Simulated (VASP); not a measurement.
# Si2W (I4/mmm) in VASP: further runs

One crystal, Si2W, is run at these levels: PBE; tasks: relaxation of cell and atoms.

All numbers are computed with VASP 6.6.1; they aren't measurements. Logs are shortened: lines on timing, memory, paths and dates and some standing lists are left out, and cuts for length are marked.

## Step 1: Starting point

It takes space group I4/mmm (No. 139, tetragonal). The conventional cell has a = 3.214 Å, b = 3.214 Å, c = 7.830 Å, α = 90.00°, β = 90.00°, γ = 90.00°. Si (site symmetry 4mm) is surrounded by 5 Si at 2.59 to 2.63 Å and 5 W at 2.62 Å. W (site symmetry 4/mmm) has 10 Si at 2.62 Å as nearest neighbours.

## Step 2: Relaxation of cell and atoms, PBE

Contents of INCAR:

```
PREC     = Accurate       # precision mode
ENCUT    = 520            # plane-wave cutoff, eV
EDIFF    = 1E-7           # SCF threshold, eV
ISMEAR   = 0              # smearing method
SIGMA    = 0.1            # smearing width, eV
LREAL    = False          # projectors in reciprocal space
LASPH    = True           # aspherical terms in the spheres
NELM     = 100            # most SCF steps
ALGO     = Normal         # electronic algorithm
ISIF     = 3              # what is computed and relaxed
LWAVE    = False          # write WAVECAR
LCHARG   = False          # write CHGCAR
GGA      = PE             # functional
IBRION   = 2              # ionic algorithm
NSW      = 80             # ionic steps
EDIFFG   = -0.15          # ionic threshold
```

Contents of KPOINTS:

```
Automatic mesh
0
Gamma
  18 18 18
```

Contents of POSCAR:

```
Si2W
1.0
   -1.6069000000      1.6069000000      3.9149500000
    1.6069000000     -1.6069000000      3.9149500000
    1.6069000000      1.6069000000     -3.9149500000
Si W
2 1
Direct
    0.3347000000      0.3347000000      0.0000000000
    0.6653000000      0.6653000000      0.0000000000
    0.0000000000      0.0000000000      0.0000000000
```

Potentials or basis: VASP PAW PBE potentials, release 64 (Si, W_sv).

Started as:

```bash
cat potpaw_PBE.64/Si/POTCAR potpaw_PBE.64/W_sv/POTCAR > POTCAR
mpirun -np 1 vasp_std > vasp.out
```

OUTCAR:

```text
PREC = Accurate
   ENCUT = 520
   EDIFF = 1E-7
   ISMEAR = 0
   LREAL = False
   LASPH = True
   NELM = 100
   ISIF = 3
   GGA = PE
   IBRION = 2
   NSW = 80
   EDIFFG = -0.15

 ion  position               nearest neighbor table
   1  0.335  0.335  0.000-   2 2.59   3 2.62   3 2.62   3 2.62   3 2.62   3 2.62   2 2.63   2 2.63
                             2 2.63   2 2.63
   2  0.665  0.665  0.000-   1 2.59   3 2.62   3 2.62   3 2.62   3 2.62   3 2.62   1 2.63   1 2.63
                             1 2.63   1 2.63
   3  0.000  0.000  0.000-   2 2.62   2 2.62   2 2.62   1 2.62   2 2.62   1 2.62   1 2.62   1 2.62
                             1 2.62   2 2.62

  LATTYP: Found a body centered tetragonal cell.
 ALAT       =     3.2138000000
 C/A-ratio  =     2.4363370465

  Lattice vectors:

 A1 = (  -1.6069000000,   1.6069000000,   3.9149500000)
 A2 = (   1.6069000000,  -1.6069000000,   3.9149500000)
 A3 = (   1.6069000000,   1.6069000000,  -3.9149500000)

Analysis of symmetry for initial positions (statically):
=====================================================================
 Subroutine PRICEL returns:
 Original cell was already a primitive cell.

 Routine SETGRP: Setting up the symmetry group for a
 body centered tetragonal supercell.

 Subroutine GETGRP returns: Found 16 space group operations
 (whereof 16 operations were pure point group operations)
 out of a pool of 16 trial point group operations.

The static configuration has the point symmetry D_4h.

Analysis of symmetry for dynamics (positions and initial velocities):
=====================================================================
 Subroutine PRICEL returns:
 Original cell was already a primitive cell.

 Routine SETGRP: Setting up the symmetry group for a
 body centered tetragonal supercell.

 Subroutine GETGRP returns: Found 16 space group operations
 (whereof 16 operations were pure point group operations)
 out of a pool of 16 trial point group operations.

The dynamic configuration has the point symmetry D_4h.

 Subroutine INISYM returns: Found 16 space group operations
 (whereof 16 operations are pure point group operations),
 and found     1 'primitive' translations

----------------------------------------------------------------------------------------

                                     Primitive cell

  volume of cell :      40.4356

  direct lattice vectors                    reciprocal lattice vectors
    -1.606900000  1.606900000  3.914950000     0.000000000  0.311158131  0.127715552
     1.606900000 -1.606900000  3.914950000     0.311158131  0.000000000  0.127715552
     1.606900000  1.606900000 -3.914950000     0.311158131  0.311158131  0.000000000

  length of vectors
     4.526708376  4.526708376  4.526708376     0.336348992  0.336348992  0.440044048

  position of ions in fractional coordinates (direct lattice)
     0.334700000  0.334700000  0.000000000
     0.665300000  0.665300000  0.000000000
     0.000000000  0.000000000  0.000000000

  ion indices of the primitive-cell ions
   primitive index   ion index
                 1           1
                 2           2
                 3           3

----------------------------------------------------------------------------------------

 KPOINTS: Automatic mesh

Automatic generation of k-mesh.
 Grid dimensions read from file:
 generate k-points for:   18   18   18

 Generating k-lattice:

  Cartesian coordinates                     Fractional coordinates (reciprocal lattice)
     0.000000000  0.017286563  0.007095308     0.055555556  0.000000000  0.000000000
     0.017286563  0.000000000  0.007095308     0.000000000  0.055555556  0.000000000
     0.017286563  0.017286563  0.000000000     0.000000000  0.000000000  0.055555556

  Length of vectors
     0.018686055  0.018686055  0.024446892

  Shift w.r.t. Gamma in fractional coordinates (k-lattice)
     0.000000000  0.000000000  0.000000000

 Subroutine IBZKPT returns following result:
 ===========================================

 Found    480 irreducible k-points:

 Following reciprocal coordinates:
            Coordinates               Weight
  0.000000  0.000000  0.000000      1.000000
  0.055556 -0.000000  0.000000      8.000000
  0.111111 -0.000000  0.000000      8.000000
  0.166667  0.000000  0.000000      8.000000
  0.222222  0.000000 -0.000000      8.000000
  0.277778  0.000000  0.000000      8.000000
[... 16 lines left out ...]
 -0.277778  0.055556  0.000000     16.000000
 -0.222222  0.055556  0.000000     16.000000
 [... further k-points ...]
   k-points           NKPTS =    480   k-points in BZ     NKDIM =    480   number of bands    NBANDS=     15
   number of dos      NEDOS =    301   number of ions     NIONS =      3
   total plane-waves  NPLWV =  46656
   dimension x,y,z NGX =    36 NGY =   36 NGZ =   36
   dimension x,y,z NGXF=    72 NGYF=   72 NGZF=   72
   ions per type =               2   1
   NGX,Y,Z   is equivalent  to a cutoff of  13.22, 13.22, 13.22 a.u.
   NGXF,Y,Z  is equivalent  to a cutoff of  26.44, 26.44, 26.44 a.u.
 SYSTEM =  unknown system
   PREC   = accura    normal or accurate (medium, high low for compatibility)
   ISTART =      0    job   : 0-new  1-cont  2-samecut
   ICHARG =      2    charge: 1-file 2-atom 10-const
   ISPIN  =      1    spin polarized calculation?
   LNONCOLLINEAR =      F non collinear calculations
   LSORBIT =      F    spin-orbit coupling
   LASPH  =      T    aspherical Exc in radial PAW
   ENCUT  =  520.0 eV  38.22 Ry    6.18 a.u.   8.42  8.42  8.42*2*pi/ulx,y,z
   NELM   =    100;   NELMIN=  2; NELMDL= -5     # of ELM steps
   EDIFF  = 0.1E-06   stopping-criterion for ELM
   LREAL  =      F    real-space projection
   EDIFFG = -.1E+00   stopping-criterion for IOM
   NSW    =     80    number of steps for IOM
   IBRION =      2    ionic relax: 0-MD 1-quasi-New 2-CG
   NFREE  =      1    steps in history (QN), initial steepest desc. (CG)
   ISIF   =      3    stress and relaxation
   ISYM   =      2    0-nonsym 1-usesym 2-fastsym
   POTIM  = 0.5000    time-step for ionic-motion
   TEBEG  =    0.0;   TEEND  =   0.0 temperature during run
   PSTRESS=    0.0 pullay stress
   NELECT =      22.0000    total number of electrons
   NUPDOWN=      -1.0000    fix difference up-down
   EMIN   =  10.00;   EMAX   =-10.00  energy-range for DOS
   EFERMI =   0.00;   METHOD = LEGACY
   ISMEAR =     0;   SIGMA  =   0.10  broadening in eV -4-tet -1-fermi 0-gaus
   EFERMI_NEDOS =   21; number of points for ismear=-14 and -15
   IALGO  =     38    algorithm
   IMIX   =      4    mixing-type and parameters
     AMIX     =   0.40;   BMIX     =  1.00
     AMIX_MAG =   1.60;   BMIX_MAG =  1.00
  volume/ion in A,a.u.               =      13.48        90.96
  Fermi-wavevector in a.u.,A,eV,Ry     =   1.336476  2.525573 24.302284  1.786167
  Thomas-Fermi vector in A             =   2.465099
   LORBIT       =      0    0 simple, 1 ext, 2 COOP (PROOUT), +10 PAW based schemes
   GGA     = PE    functional components
   LHFCALC =     F    Hartree Fock is set to
   AEXX    =    0.0000 exact exchange contribution
   IVDW    =     0    specifies the selected vdW correction
   LEPSILON=     F    determine dielectric tensor
   LRPA    =     F    only Hartree local field effects (RPA)
 conjugate gradient relaxation of ions
 non-spin polarized calculation
 Gauss-broadening in eV      SIGMA  =   0.10
  energy-cutoff  :      520.00
  volume of cell :       40.44
 maximum number of plane-waves:      1118
 NGX is ok and might be reduce to    36
   NGX = 17   NGY = 17   NGZ = 17

--------------------------------------- Ionic step        1  -------------------------------------------

 number of electron      21.9999999 magnetization

 Free energy of the ion-electron system (eV)
  ---------------------------------------------------
  ext. energy  EPLUGINS =         0.00000000
  ---------------------------------------------------
  free energy    TOTEN  =       -24.80931855 eV

  energy without entropy =      -24.80844205  energy(sigma->0) =      -24.80888030

------------------------ aborting loop because EDIFF is reached ----------------------------------------

  FORCE on cell =-STRESS in cart. coord.  units (eV):
  Direction    XX          YY          ZZ          XY          YZ          ZX
  --------------------------------------------------------------------------------------
  -------------------------------------------------------------------------------------
  Total        0.8210700      0.8210700      0.9149470      0.0000000      0.0000000     -0.0000000
  in kB       32.5332068     32.5332068     36.2528870      0.0000000      0.0000000     -0.0000000
  external PRESSURE =      33.7731002 kB  Pullay stress =       0.0000000 kB
[... 59 lines left out ...]
  energy  without entropy=      -24.7947979397  energy(sigma->0) =      -24.79530339

--------------------------------------- Ionic step        3  -------------------------------------------

 number of electron      22.0000000 magnetization

 Free energy of the ion-electron system (eV)
  ---------------------------------------------------
  ext. energy  EPLUGINS =         0.00000000
  ---------------------------------------------------
  free energy    TOTEN  =       -24.81553400 eV

  energy without entropy =      -24.81462449  energy(sigma->0) =      -24.81507924

 E-fermi :  11.7533     XC(G=0): -12.4590

 val. band max:       11.7329444093   @ k =  -0.3889   0.5000   0.3333
 cond. band min:      11.7904485272   @ k =  -0.3889  -0.4444   0.3889
 fundamental gap:      0.0575041180
 Fermi energy:        11.7533496385

 k-point     1 :       0.0000    0.0000    0.0000
  band No.  band energies     occupation
      1     -62.1337      2.00000
      2     -26.3806      2.00000
      3     -26.3665      2.00000
      4     -26.3665      2.00000
      5      -2.2057      2.00000
      6       4.9941      2.00000
      7       7.9851      2.00000
      8       8.5036      2.00000
      9       8.9495      2.00000
     10       8.9495      2.00000
     11      12.3579      0.00000
     12      14.4008      0.00000
     13      14.7327      0.00000
     14      14.7881      0.00000
     15      14.7881      0.00000
[... 397 lines left out ...]
 k-point    24 :      -0.2222    0.0556    0.0000
  band No.  band energies     occupation
      1     -62.1306      2.00000
      2     -26.4512      2.00000
      3     -26.3730      2.00000
      4     -26.3648      2.00000
      5      -1.3092      2.00000
      6       5.0880      2.00000
      7       6.4371      2.00000
      8       8.1828      2.00000
      9       8.9259      2.00000
     10       9.6407      2.00000
     11      10.3581      2.00000
     12      13.3091      0.00000
     13      13.9338      0.00000
     14      16.0967      0.00000
     15      16.2035      0.00000

 [... further k-points ...]

------------------------ aborting loop because EDIFF is reached ----------------------------------------

  FORCE on cell =-STRESS in cart. coord.  units (eV):
  Direction    XX          YY          ZZ          XY          YZ          ZX
  --------------------------------------------------------------------------------------
  -------------------------------------------------------------------------------------
  Total        0.0228849      0.0228849     -0.0527333      0.0000000      0.0000000     -0.0000000
  in kB        0.8936022      0.8936022     -2.0591113      0.0000000      0.0000000     -0.0000000
  external PRESSURE =      -0.0906356 kB  Pullay stress =       0.0000000 kB
[... 18 lines left out ...]
  FREE ENERGIE OF THE ION-ELECTRON SYSTEM (eV)
  ---------------------------------------------------
  free  energy   TOTEN  =       -24.8155339966 eV

  energy  without entropy=      -24.8146244906  energy(sigma->0) =      -24.81507924

 reached required accuracy - stopping structural energy minimisation
```

Run time: 9.9 min. Hardware: 1 thread of Intel Xeon Platinum 8559C (Emerald Rapids), shared host; peak memory 0.45 GiB.

What came out:

```
Free energy                            : -24.8155 eV
Relaxed volume                         : 13.68 Å³/atom
Relaxed cell                           : a = 4.550 Å, b = 4.550 Å, c = 4.550 Å, α = 138.43°, β = 138.43°, γ = 60.24°
Space group after relaxing (to 0.05 Å) : I4/mmm (No. 139)
Energy gained by relaxing              : 2.1 meV/atom
Ionic steps                            : 3
Pressure after relaxing                : 0.0 GPa
Band gap on the k mesh                 : none (metal or under the smearing width)
```

The path:
| step | energy change (eV) | largest force (eV/Å) | pressure (GPa) | volume (Å³) |
| --- | --- | --- | --- | --- |
| 1 | 0.0000 | 0.0626 | 3.38 | 40.44 |
| 2 | 0.0135 | 0.1027 | -5.54 | 42.12 |
| 3 | -0.0062 | 0.0001 | -0.01 | 41.03 |

Final structure:
```
CELL_PARAMETERS angstrom
-1.61446 1.61446 3.93549
1.61446 -1.61446 3.93549
1.61446 1.61446 -3.93549
ATOMIC_POSITIONS crystal
Si 0.33456 0.33456 0.00000
Si 0.66544 0.66544 0.00000
W 0.00000 0.00000 0.00000
```

Caveat: the relaxation stopped at a loose force limit of 0.15 eV/Å, so its end isn't a converged minimum.

## Step 3: Relaxation of cell and atoms, PBE

This run uses another cell than the first one, of 13.68 Å³/atom, 1.015 times its volume.

INCAR is that of step 2.

KPOINTS is that of step 2.

Contents of POSCAR:

```
Si2W                                    
1.0
   -1.6144649552      1.6144649552      3.9354880615
    1.6144649552     -1.6144649552      3.9354880615
    1.6144649552      1.6144649552     -3.9354880615
  Si              W             
     2     1
Direct
     0.3345588731587887    0.3345588731587887    0.0000000000000000
     0.6654411268412113    0.6654411268412113    0.0000000000000000
     0.0000000000000000    0.0000000000000000    0.0000000000000000
```

Potentials or basis: VASP PAW PBE potentials, release 64 (Si, W_sv).

Started as:

```bash
cat potpaw_PBE.64/Si/POTCAR potpaw_PBE.64/W_sv/POTCAR > POTCAR
mpirun -np 1 vasp_std > vasp.out
```

Run time: 7.9 min. Hardware: 1 thread of Intel Xeon Platinum 8559C (Emerald Rapids), shared host; peak memory 0.43 GiB.

Results (log left out):

* Free energy: -24.8157 eV
* Pressure after relaxing: 0.0 GPa
* Band gap on the k mesh: none (metal or under the smearing width)

Stress tensor (GPa, compression positive):
```
 0.09  0.00  0.00
 0.00  0.09  0.00
 0.00  0.00 -0.20
```

Final structure:
```xyz
3
Lattice="-1.6145 1.6145 3.9355 1.6145 -1.6145 3.9355 1.6145 1.6145 -3.9355" Properties=species:S:1:pos:R:3 pbc="T T T"
Si    0.0000    0.0000    2.6333
Si    0.0000    0.0000    5.2377
W     0.0000    0.0000    0.0000
```

Levels at points of the mesh, in eV from the Fermi level:
```tsv
k point	band 8	band 9	band 10	band 11	band 12	band 13	band 14	band 15
(0.00, 0.00, 0.00)	-3.25	-2.80	-2.80	0.60	2.65	2.98	3.03	3.03
(0.50, 0.00, 0.00)	-4.82	-2.75	-2.72	-0.42	2.65	2.76	3.89	4.30
(0.50, 0.50, 0.00)	-5.51	-4.96	-3.20	-1.76	2.72	2.91	3.06	3.84
(0.50, 0.50, 0.50)	-2.54	-0.85	-0.85	-0.49	-0.49	0.78	4.43	4.72
```

Caveat: the relaxation stopped at its first step, so nothing moved; the relaxation stopped at a loose force limit of 0.15 eV/Å, so its end isn't a converged minimum. The run has no spin-orbit coupling, so splittings on W are missing.
